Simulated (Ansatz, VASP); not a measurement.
# Sb in VASP and in Ansatz

File INCAR:

```
SYSTEM = Sb
ALGO = Normal ; EDIFF = 1E-7
ENCUT = 520 ; GGA = PS
ISIF = 2 ; ISMEAR = -1
LASPH = .TRUE. ; LCHARG = .FALSE.
LREAL = .FALSE. ; LWAVE = .FALSE.
NBANDS = 8 ; NELM = 100
PREC = Accurate ; SIGMA = 0.1
```

KPOINTS

```
k-points
0
G
  15 15 15
  0 0 0
```

Contents of POSCAR:

```
Sb
1.0
    0.0000000000      1.8959506550      1.8959506550
    1.8959506550      0.0000000000      1.8959506550
    1.8959506550      1.8959506550      0.0000000000
Sb
1
Direct
    0.0000000000      0.0000000000      0.0000000000
```

Input for Ansatz:

```yaml
crystal:
  lattice:
    - [0.0, 1.895950655, 1.895950655]
    - [1.895950655, 0.0, 1.895950655]
    - [1.895950655, 1.895950655, 0.0]
  atoms:
    - { symbol: Sb, position: [0.0, 0.0, 0.0] }
kpoints:
  mp_grid: { grid: [15, 15, 15] }
scf:
  occupations: { method: fermi_dirac, width: 0.1 }
hamiltonian:
  xc: pbesol
  pseudopotentials: { kind: all_electron, lapw: { basis_error: 0.001 } }
output:
  forces: true
  stress: true
  eigenvalues: true
  populations: true
```

Change from the starting cell: volume scaled by 0.52, LAPW.

Alike in both runs: task single point; functional PBEsol; k mesh 15 × 15 × 15; occupations fermi-dirac, width 0.1 eV; no spin polarisation.

```csv
,VASP,Ansatz
version,VASP 6.6.1,Ansatz 0.2.0
potentials or method,"VASP PAW PBE potentials, release 64 (Sb)","all-electron LAPW, scalar-relativistic"
plane-wave cutoff (eV),520,see its input
```

```csv
,VASP,Ansatz,Ansatz less VASP
pressure (GPa),204.2,197.0,-7.20
```

Ansatz ran all-electron here, so the differences hold the error of VASP's frozen core and of both bases.

Caveats: the cell as given lies far from equilibrium; so large a pressure means that the cell lies far from this level's equilibrium, or that cutoff or potentials fall short (VASP); the potentials were made for another functional, which shifts forces and pressure (VASP). The runs have no spin-orbit coupling, so splittings on Sb are missing.
